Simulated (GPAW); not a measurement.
The system is Li2S.

```
S Li
1.0
     0.00000    2.84450    2.84450
     2.84450    0.00000    2.84450
     2.84450    2.84450    0.00000
S Li
1 2
Direct
  0.00000 0.00000 0.00000
  0.75000 0.75000 0.75000
  0.25000 0.25000 0.25000
```

Base run:

```yaml
Program: GPAW 26.7.0
Functional: r2SCAN
Potentials_or_basis: GPAW PAW data sets (gpaw-data 1.2.1)
Cutoff: 800 eV
Basis: pw
k_mesh: 8 × 8 × 8
Occupations: fermi-dirac, width 0.05 eV
Spin: no spin polarisation
```

Its results: band gap on the k mesh 3.87 eV, indirect (least direct gap 4.94 eV); pressure 0.6 GPa.

**Question.** After a change of settings the same cell gave: band gap on the k mesh 3.38 eV, indirect (least direct gap 4.28 eV); pressure 0.9 GPa. Which change was it?
A. functional from r2SCAN to PBE; occupations from fermi-dirac, width 0.05 eV to gaussian, width 0.03 eV
B. functional from r2SCAN to PBEsol; potentials or basis from GPAW PAW data sets (gpaw-data 1.2.1) to PAW data sets generated in the run's folder for this functional
C. functional from r2SCAN to LDA; potentials or basis from GPAW PAW data sets (gpaw-data 1.2.1) to the program's PAW data sets (release 1.2.1) made for this functional

**Answer.** A.

Caveats: the PAW data sets were made with another functional, which shifts forces and pressure a little (some runs).

Not every run made on this cell is shown here.
